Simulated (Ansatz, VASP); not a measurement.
One calculation of Y, two programs

INCAR

```
SYSTEM = Y
PREC = Accurate
ENCUT = 520
EDIFF = 1E-6
ISMEAR = -1
SIGMA = 0.05
LREAL = .FALSE.
LASPH = .TRUE.
NELM = 100
ALGO = Normal
ISIF = 2
LWAVE = .FALSE.
LCHARG = .FALSE.
GGA = PE
NBANDS = 12
```

The input KPOINTS:

```
Automatic mesh
0
G
  9 9 9
  0 0 0
```

POSCAR

```
Y
1.0
    0.0000000000      2.5688921568      2.5688921568
    2.5688921568      0.0000000000      2.5688921568
    2.5688921568      2.5688921568      0.0000000000
Y
1
Direct
    0.0000000000      0.0000000000      0.0000000000
```

input.yaml

```yaml
crystal:
  lattice:
    - [0.0, 2.5688921568, 2.5688921568]
    - [2.5688921568, 0.0, 2.5688921568]
    - [2.5688921568, 2.5688921568, 0.0]
  atoms:
    - { symbol: "Y", position: [0.0, 0.0, 0.0] }
kpoints:
  mp_grid: { grid: [9, 9, 9] }
scf:
  occupations: { method: fermi_dirac, width: 0.05 }
hamiltonian:
  xc: pbe
  pseudopotentials: { kind: all_electron, lapw: { basis_error: 0.0005 } }
output:
  forces: true
  stress: true
  eigenvalues: true
```

Change from the starting cell: volume scaled by 1.02.

Alike in both runs: task single point; functional PBE; k mesh 9 × 9 × 9; occupations fermi-dirac, width 0.05 eV; no spin polarisation.

```csv
,VASP,Ansatz
version,VASP 6.6.1,Ansatz 0.2.0
potentials or method,"VASP PAW PBE potentials, release 64 (Y_sv)","all-electron LAPW, scalar-relativistic"
plane-wave cutoff (eV),520,see its input
```

|  | VASP | Ansatz | Ansatz less VASP |
| --- | --- | --- | --- |
| gap on the k mesh at the Fermi level (eV) | none | none | - |
| pressure (GPa) | -1.7 | -1.5 | +0.13 |

A gap of «none» marks a metal or a gap that the smearing closes. Ansatz ran all-electron here, so the differences hold the error of VASP's frozen core and of both bases.
